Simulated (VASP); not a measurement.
## Al: single point with r2SCAN

Crystal: Al.

```
Al
1.0
    -1.59122    1.59122    1.59122
     1.59122   -1.59122    1.59122
     1.59122    1.59122   -1.59122
Al
1
Direct
  0.00000 0.00000 0.00000
```

This isn't the form of Al at room conditions, which is fcc.

```yaml
Program: VASP 6.6.1
Task: single point
Functional: r2SCAN
Potentials_or_basis: VASP PAW PBE potentials, release 64 (Al)
Cutoff: 520 eV
k_mesh: 24 × 24 × 24
Occupations: gaussian, width 0.15 eV
Spin: no spin polarisation
Dipole_correction: no
Further_INCAR_settings: ALGO = Normal; EDIFF = 1e-06; NBANDS = 8
```

```yaml
Pressure: 0.2 GPa
Band_gap_on_the_k_mesh: none (metal or under the smearing width)
```

Levels at points of the mesh, in eV from the Fermi level:
```tsv
k point	band 1	band 2	band 3	band 4	band 5	band 6
(0.00, 0.00, 0.00)	-12.04	14.17	14.17	14.17	16.27	16.27
(0.50, 0.00, 0.00)	-4.82	-4.05	8.72	9.00	10.80	12.46
(0.50, 0.50, 0.50)	2.04	2.04	2.04	2.92	2.92	6.77
```

Wall time 55 s on 1 thread of Intel(R) Xeon(R) 6975P-C (Granite Rapids), on a shared host, peak memory 0.15 GiB.

Caveat: the PAW data sets were made with another functional, which shifts forces and pressure a little.
